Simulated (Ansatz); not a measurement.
# InAs: the cost of one run

Method: DFT PBE+D3(BJ), scalar-relativistic, plane waves, PAW, in Ansatz 0.2.0.

The COD entry's cell or inner coordinates are ideal or old and differ from later refinements, so a difference from it is no clean test against experiment.

1 further run of the same task is left out (set aside as unsound or not needed).

**1. Starting point**

Symmetry: F-43m, No. 216, cubic system. Conventional cell: a = 6.112 Å, b = 6.112 Å, c = 6.112 Å, α = 90.00°, β = 90.00°, γ = 90.00°. Around In (site symmetry -43m) lie 4 As at 2.65 Å. As (site symmetry -43m) has 4 In at 2.65 Å as nearest neighbours.

Coordinates:

```cif
data_structure
_symmetry_space_group_name_H-M 'P 1'
_symmetry_Int_Tables_number 1
_cell_length_a 4.3219
_cell_length_b 4.3219
_cell_length_c 4.3219
_cell_angle_alpha 60.000
_cell_angle_beta 60.000
_cell_angle_gamma 60.000
_cell_volume 57.08
loop_
_atom_site_label
_atom_site_type_symbol
_atom_site_fract_x
_atom_site_fract_y
_atom_site_fract_z
_atom_site_occupancy
In1 In 0.00000 0.00000 0.00000 1
As1 As 0.75000 0.75000 0.75000 1
```

This cell was relaxed beforehand with the same method: volume 28.54 Å³/atom, gap on the mesh none (metal).

**2. The slab**

Miller indices refer to the conventional cell of the relaxed bulk, F-43m (No. 216): a = 6.112 Å, b = 6.112 Å, c = 6.112 Å, α = 90.00°, β = 90.00°, γ = 90.00°.

A (110) slab, 6.5 Å thick as cut, with 16 Å of vacuum, in a 2×1 surface cell; its outer planes are InAs (top) and InAs (bottom).

The slab as cut. Its planes from the bottom up:

| plane | atoms per cell | height over the lowest (Å) |
| --- | --- | --- |
| 1 | In2As2 | 0.00 |
| 2 | In2As2 | 2.16 |
| 3 | In2As2 | 4.32 |
| 4 | In2As2 | 6.48 |

**3. The clean surface, relaxed**

The input, input.yaml:

```yaml
crystal:
  lattice:
    - [8.6438581907, 0.0, 0.0]
    - [0.0, 6.1121307423, 0.0]
    - [0.0, 0.0, 22.4828936431]
  atoms:
    - { symbol: In, position: [0.25, 0.5, 0.3558260839] }
    - { symbol: In, position: [0.75, 0.5, 0.3558260839] }
    - { symbol: As, position: [0.5, 0.25, 0.3558260839] }
    - { symbol: As, position: [0.0, 0.25, 0.3558260839] }
    - { symbol: In, position: [0.5, 0.0, 0.451942028] }
    - { symbol: In, position: [0.0, 0.0, 0.451942028] }
    - { symbol: As, position: [0.75, 0.75, 0.451942028] }
    - { symbol: As, position: [0.25, 0.75, 0.451942028] }
    - { symbol: In, position: [0.75, 0.5, 0.548057972] }
    - { symbol: In, position: [0.25, 0.5, 0.548057972] }
    - { symbol: As, position: [0.0, 0.25, 0.548057972] }
    - { symbol: As, position: [0.5, 0.25, 0.548057972] }
    - { symbol: In, position: [0.0, 0.0, 0.6441739161] }
    - { symbol: In, position: [0.5, 0.0, 0.6441739161] }
    - { symbol: As, position: [0.25, 0.75, 0.6441739161] }
    - { symbol: As, position: [0.75, 0.75, 0.6441739161] }
basis:
  ecutwfc: 420
kpoints:
  mp_grid: { grid: [2, 3, 1] }
hamiltonian:
  xc: pbe
  dispersion: d3bj
scf:
  occupations: { method: gaussian, width: 0.1 }
output:
  forces: true
  eigenvalues: true
  write_density: true
  write_potential: true
  elf: true
  volumetric_format: npy
relax:
  adjacent_minimum: "off"
  f_tol: 0.03
  max_steps: 70
  constraints: [{ sites: [0, 1, 2, 3, 4, 5, 6, 7] }]
efield:
  axis: 3
  dipole_correction: true
  ramp_width: 0.04
```

Launch:

```console
> ansatz run input.yaml --threads 4 --pin off --max-ram 12288MiB --backend cpu --events-out ev --progress --plain --runs-dir out
```

**Question.** How long does this run take on 4 threads of Intel Xeon 6975P-C (Granite Rapids), shared host, and how much memory does it need?

About 55 s, with a peak of 2.6 GiB.
